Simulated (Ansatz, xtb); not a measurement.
## Ligand exchange: BBrF2 + C2H4O2 → B(OH)F2 + C2H3BrO

Gas-phase species: BBrF2 `FB(F)Br`, singlet; C2H4O2 (acetic acid) `CC(=O)O`, singlet; B(OH)F2 (difluorohydroxyborane), singlet; C2H3BrO (acetyl bromide) `CC(=O)Br`, singlet. The partners trade Br for OH: B–Br and C–OH bonds give way to B–OH and C–Br.

Shapes, held fixed at every level: PBE0-D4/def2-TZVP. Flexible molecules stand in one conformer, not always the lowest. Programs: Ansatz 0.2.0, xtb 6.7.1. The zero-point and thermal change to 298 K, harmonic and unscaled (PBE0-D4/def2-TZVP), is -1.5 kJ/mol.

(1) Estimate the reaction enthalpy at 298 K.

## Answers

(1) From tabulated heats of formation (CRC Handbook of Chemistry and Physics, NIST-JANAF tables), ΔH(298 K) = -21.8 kJ/mol. Nearest: wB97M-V/def2-TZVPP (-2.8); farthest: GFN1-xTB (+18.8). 6 of 9 levels lie within 10 kJ/mol. The heats of C2H3BrO (acetyl bromide) come from older tables and can be uncertain by 10 kJ/mol or more. The tabulated values of BBrF2, B(OH)F2 are in doubt (older tables, estimates, or at odds with other calculations) and kept here. Relativity is left out for Br. Outer-core shells of Br are correlated, in sets that cover them unevenly.

```json
{"level": "GFN1-xTB", "kind": "semi-empirical", "ΔH (kJ/mol)": "-3.0", "computed − measured": "+18.8"}
{"level": "HF/def2-SVP", "kind": "Hartree–Fock", "ΔH (kJ/mol)": "-9.2", "computed − measured": "+12.6"}
{"level": "SPW92/def2-TZVPP", "kind": "LDA", "ΔH (kJ/mol)": "-25.8", "computed − measured": "-4.0"}
{"level": "r2SCAN-D4/def2-TZVPP", "kind": "meta-GGA", "ΔH (kJ/mol)": "-32.3", "computed − measured": "-10.5"}
{"level": "BHLYP-D4/def2-TZVPP", "kind": "global hybrid", "ΔH (kJ/mol)": "-28.8", "computed − measured": "-7.0"}
{"level": "r2SCAN0-D4/def2-TZVPP", "kind": "global hybrid", "ΔH (kJ/mol)": "-27.4", "computed − measured": "-5.6"}
{"level": "wB97M-V/def2-TZVPP", "kind": "range-separated hybrid", "ΔH (kJ/mol)": "-24.6", "computed − measured": "-2.8"}
{"level": "MP2/def2-SVP", "kind": "perturbation theory", "ΔH (kJ/mol)": "-25.0", "computed − measured": "-3.3"}
{"level": "CCSD(T)/def2-TZVPP", "kind": "coupled cluster or CI", "ΔH (kJ/mol)": "-30.0", "computed − measured": "-8.2"}
```
